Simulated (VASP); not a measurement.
## CdS: single point with PBE

CdS, a slab with vacuum:

```
Cd S
1.0
     4.20180    0.00000    0.00000
     0.00000    6.84586    0.00000
     0.00000    0.00000   27.12955
Cd S
8 8
Direct
  0.00000 0.00057 0.27645
  0.50000 0.50057 0.32116
  0.50000 0.00057 0.41058
  0.00000 0.50057 0.45529
  0.00000 0.00057 0.54471
  0.50000 0.50057 0.58942
  0.50000 0.00057 0.67884
  0.00000 0.50057 0.72355
  0.00000 0.62443 0.27645
  0.50000 0.12443 0.32116
  0.50000 0.62443 0.41058
  0.00000 0.12443 0.45529
  0.00000 0.62443 0.54471
  0.50000 0.12443 0.58942
  0.50000 0.62443 0.67884
  0.00000 0.12443 0.72355
```

| Item | Value |
| --- | --- |
| Program | VASP 6.6.1 |
| Task | single point |
| Functional | PBE |
| Potentials or basis | VASP PAW PBE potentials, release 64 (Cd, S) |
| Cutoff | 520 eV |
| k mesh | 6 × 4 × 1 |
| Occupations | gaussian, width 0.03 eV |
| Spin | no spin polarisation |

- Largest force: 1.285 eV/Å
- Band gap on the k mesh: 0.79 eV, direct
- Ionisation potential of the upper face: 5.16 eV

Forces in eV/Å, atoms in the order of the input:
```
Cd   0.000 -0.917  0.900
Cd   0.000  0.519 -0.310
Cd   0.000 -0.176  0.187
Cd   0.000  0.070 -0.092
Cd   0.000  0.070  0.092
Cd   0.000 -0.176 -0.187
Cd   0.000  0.519  0.310
Cd   0.000 -0.917 -0.900
S    0.000  0.303 -0.254
S    0.000  0.205 -0.631
S    0.000  0.000  0.230
S    0.000 -0.003 -0.145
S    0.000 -0.003  0.145
S    0.000  0.000 -0.230
S    0.000  0.205  0.631
S    0.000  0.303  0.254
```

Levels at points of the mesh, in eV from the valence-band top:
```
           k point  band 69  band 70  band 71  band 72  band 73  band 74  band 75  band 76
(0.00, 0.00, 0.00)    -0.23    -0.20    -0.06     0.00     0.79     1.24     2.23     2.91
(0.50, 0.00, 0.00)    -1.16    -0.93    -0.37    -0.36     2.07     2.09     3.60     3.78
(0.00, 0.50, 0.00)    -0.22    -0.22    -0.22    -0.22     1.81     1.81     3.07     3.07
(0.50, 0.50, 0.00)    -1.12    -1.12    -0.40    -0.40     2.20     2.20     3.42     3.42
```

Core levels (eV, on the scale of the bands):
| atom | levels |
| --- | --- |
| 1 Cd | 1s -26517.5, 2s -3934.7, 2p -3529.9, 3s -731.5, 3p -598.8, 3d -391.3, 4s -103.8, 4p -64.8 |
| 2 Cd | 1s -26516.6, 2s -3933.8, 2p -3529.1, 3s -730.7, 3p -598.0, 3d -390.4, 4s -102.9, 4p -64.0 |
| 3 Cd | 1s -26517.1, 2s -3934.2, 2p -3529.5, 3s -731.1, 3p -598.4, 3d -390.9, 4s -103.4, 4p -64.4 |
| 4 Cd | 1s -26516.9, 2s -3934.1, 2p -3529.3, 3s -731.0, 3p -598.3, 3d -390.7, 4s -103.2, 4p -64.3 |
| 5 Cd | 1s -26516.9, 2s -3934.1, 2p -3529.3, 3s -731.0, 3p -598.3, 3d -390.7, 4s -103.2, 4p -64.3 |
| 6 Cd | 1s -26517.1, 2s -3934.2, 2p -3529.5, 3s -731.1, 3p -598.4, 3d -390.9, 4s -103.4, 4p -64.4 |

It took 9.4 min on 4 MPI ranks on Intel(R) Xeon(R) Platinum 8488C (Sapphire Rapids) (shared host), peak memory 0.46 GiB a rank.

PBE gaps usually lie below the measured ones, often by a third to a half.
